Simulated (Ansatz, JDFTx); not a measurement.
This is a calculation of WC (Qusongite) for JDFTx 1.7.0 (patched build). 

WC.in

```
lattice \
    5.4924889812    -2.7462444906     0.0000000000 \
    0.0000000000     4.7566349877     0.0000000000 \
    0.0000000000     0.0000000000     5.3603971251
coords-type Cartesian
ion W      0.0000000000     0.0000000000     0.0000000000 1
ion C      2.7462444909     1.5855449958     2.6801985626 1

ion-species pseudo/W.upf
ion-species pseudo/C.upf
elec-cutoff 41 328
elec-ex-corr lda-PW
kpoint-folding 10 10 9
elec-smearing Fermi 0.0018374661
elec-n-bands 15
electronic-SCF nIterations 100 energyDiffThreshold 1e-09
electronic-minimize nIterations 30 energyDiffThreshold 1e-7
forces-output-coords Cartesian
lattice-minimize nIterations 40 energyDiffThreshold 1e-6

dump-name run.$VAR
dump End Ecomponents EigStats BandEigs Kpoints Forces Stress
```

Potentials or basis: PseudoDojo-SR-LDA-0.4.1-standard.

Launch:

```console
$ jdftx -c 1 -i WC.in -o WC.out
```

Q: Translate it to Ansatz 0.2.0. Potentials or basis there: Ansatz PAW, cutoff 420 eV.

A: As run (cutoffs and basis follow the program's own potentials, and thresholds, step limits or extra output files can differ):

The input input.yaml:

```yaml
crystal:
  lattice:
    - [2.9065, 0.0, 0.0]
    - [-1.45325, 2.5171028361, 0.0]
    - [0.0, 0.0, 2.8366]
  atoms:
    - { symbol: W, position: [0.0, 0.0, 0.0] }
    - { symbol: C, position: [0.6666666667, 0.3333333333, 0.5] }
hamiltonian:
  xc: lda
  pseudopotentials: { kind: paw }
kpoints:
  mp_grid: { grid: [10, 10, 9] }
scf:
  occupations: { method: fermi_dirac, width: 0.05 }
output:
  forces: true
  stress: true
relax:
  f_tol: 0.01
  max_steps: 40
  cell: { stress_tol: 0.05 }
```

Potentials or basis: Ansatz PAW.

Run with:

```console
$ ansatz run input.yaml --threads 2 --pin off --max-ram 5632MiB --backend cpu --events-out ev --progress --plain --runs-dir out
```

Both were run:

|  | JDFTx | Ansatz |
| --- | --- | --- |
| Relaxed volume | 10.11 Å³/atom | 10.13 Å³/atom |
| Relaxed cell | a = 2.883 Å, b = 2.883 Å, c = 2.810 Å, α = 90.00°, β = 90.00°, γ = 120.00° | a = 2.885 Å, b = 2.885 Å, c = 2.811 Å, α = 90.00°, β = 90.00°, γ = 120.00° |
| Space group after relaxing | P-6m2 (No. 187) | P-6m2 (No. 187) |
| Pressure after relaxing | 0.0 GPa | 0.0 GPa |

Ansatz's pressure holds a Pulay term of +0.36 GPa for its cutoff of 420 eV, which the other run lacks.

Ansatz's potentials were made for PBE.

Where Ansatz's input types no cutoff or centring, it takes its own default and a Γ-centred mesh.

The two programs' LDA may be different fits to the electron gas.

Pressure is positive in compression.
